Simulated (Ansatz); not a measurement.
The cell is COD entry 9011666, as deposited and not checked against the literature; nothing was relaxed.

An input for AgCl: DFT, PBE, PAW with Ansatz's default frozen-core files, scalar-relativistic (Ansatz 0.2.0).

Command: `ansatz run input.yaml --threads 1 --pin off --max-ram 3072MiB --backend cpu --events-out ev --progress --plain --runs-dir out` The run took 9 s on 1 thread of Arm Neoverse V2 (shared host), peak memory 0.35 GiB.

```yaml
crystal:
  lattice:
    - [0.0, 2.77315, 2.77315]
    - [2.77315, 0.0, 2.77315]
    - [2.77315, 2.77315, 0.0]
  atoms:
    - { symbol: Ag, position: [0.5, 0.5, 0.5] }
    - { symbol: Cl, position: [0.0, 0.0, 0.0] }
kpoints:
  mp_grid: { grid: [8, 8, 8] }
  band_path:
    path:
      - [0.0, 0.0, 0.0]
      - [0.5, 0.0, 0.5]
      - [0.625, 0.25, 0.625]
      - [0.375, 0.375, 0.75]
      - [0.0, 0.0, 0.0]
      - [0.5, 0.5, 0.5]
      - [0.5, 0.25, 0.75]
      - [0.5, 0.0, 0.5]
    npoints: 14
scf:
  occupations: { method: fermi_dirac, width: 0.02 }
hamiltonian:
  xc: pbe
  pseudopotentials: { kind: paw }
output:
  forces: true
  stress: true
  eigenvalues: true
  efg: { contact_densities: true }
  populations: true
  bader: true
  dos: { projected: true, de: 0.2, e_range: [-14, 8] }
  write_density: true
  write_potential: true
  elf: true
  volumetric_format: npy
```

Set-up and iterations as logged by Ansatz (the results part is left out, to be predicted):

```
Engine: ansatz 0.2.0
Pseudopotentials: kind: paw
Pseudopotential: Ag, paw, valence charge 19, recommended cutoff 420 eV (normal)
Pseudopotential: Cl, paw, valence charge 7, recommended cutoff 420 eV (normal)
Functional definition: PBE
  parameter kappa = 0.804
  parameter beta = 0.06672455060314922
  exchange = pbe_x(kappa = kappa, mu = beta*pi^2/3)
  correlation = pbe_c(beta = beta)
Crystal: 2 atoms, lattice volume = 42.653 Å³
Basis set: ecut = 420 eV, 869 PW (Γ), exchange–correlation on 54×54×54 points (8 copies of the dense FFT grid, shifted against one another)
Bands: 17, of which v1, the nominal top of the filled ones, is band 13 counted from 1 (12 counted from 0)
Symmetry: 48 space group operations
Space group: Fm-3m (ITA 225), of the structure as read, at distance tolerance 3.5e-5 Å
k-points: 29 of 512
Non-local potential: Ag, projectors of the file, l = 0: 3, l = 1: 2, l = 2: 2, l = 3: 1
Non-local potential: Cl, projectors of the file, l = 0: 2, l = 1: 2, l = 2: 2
PAW form: soft (Blöchl's): semilocal exchange-correlation on the pseudo side does not see the compensation charge
PAW one-centre angular grid: Ag, 590 points (default); XC on 64 Gauss nodes
PAW one-centre angular grid: Cl, 110 points (default); XC on 64 Gauss nodes
Initial density: superposition of atomic densities (neutral atoms: chi_scale 0, normalization atom), corrected by the library's trained network
Initial wavefunctions: pseudopotential atomic-orbital guess
Functional: x = pbe(κ = 0.804, μ = 0.2195149727645171), c = pbe(β = 0.06672455060314922)
SCF iter   1: F=—  HF=-8670.890476 eV  |F-HF|=—  |Δ(HF+E_count)|=         —  Δρ=5.71e-4  dr2=8.45e-5  ethr=1.77e-3  ⟨swp⟩=5.3  Hψ=2393  notcnv=0
SCF iter   2: F=—  HF=-8670.891159 eV  |F-HF|=—  |Δ(HF+E_count)|=   6.84e-4  Δρ=2.25e-4  dr2=1.33e-5  ethr=3.25e-7  ⟨swp⟩=3.0  Hψ=1279  notcnv=0
SCF iter   3: F=—  HF=-8670.891170 eV  |F-HF|=—  |Δ(HF+E_count)|=   1.07e-5  Δρ=1.24e-4  dr2=2.54e-6  ethr=5.11e-8  ⟨swp⟩=2.0  Hψ=734  notcnv=0
SCF iter   4: F=—  HF=-8670.891176 eV  |F-HF|=—  |Δ(HF+E_count)|=   5.96e-6  Δρ=4.93e-5  dr2=4.26e-7  ethr=9.76e-9  ⟨swp⟩=2.1  Hψ=717  notcnv=0
iter 5 did not close the SCF: its close was put off for the readings that it lacked (scf_convergence_deferred on its scf_iter line)
SCF iter   5: F=-8670.891177 eV  HF=-8670.891177 eV  |F-HF|=7.09e-8  |Δ(HF+E_count)|=   1.33e-6  Δρ=1.07e-5  dr2=2.02e-8  ethr=1.64e-9  ⟨swp⟩=2.0  Hψ=754  notcnv=0
SCF iter   6: F=-8670.891177 eV  HF=-8670.891177 eV  |F-HF|=2.15e-9  |Δ(HF+E_count)|=   8.09e-8  Δρ=5.05e-6  dr2=7.81e-9  ethr=7.76e-11  ⟨swp⟩=5.0  Hψ=2682  notcnv=0
```

**Question.** What pressure will this run report?

**Answer.** 1.61 GPa (positive in compression).

**Question.** Is there a band gap?

**Answer.** 0.91 eV, indirect from L (0.5, 0.5, 0.5) to Γ.
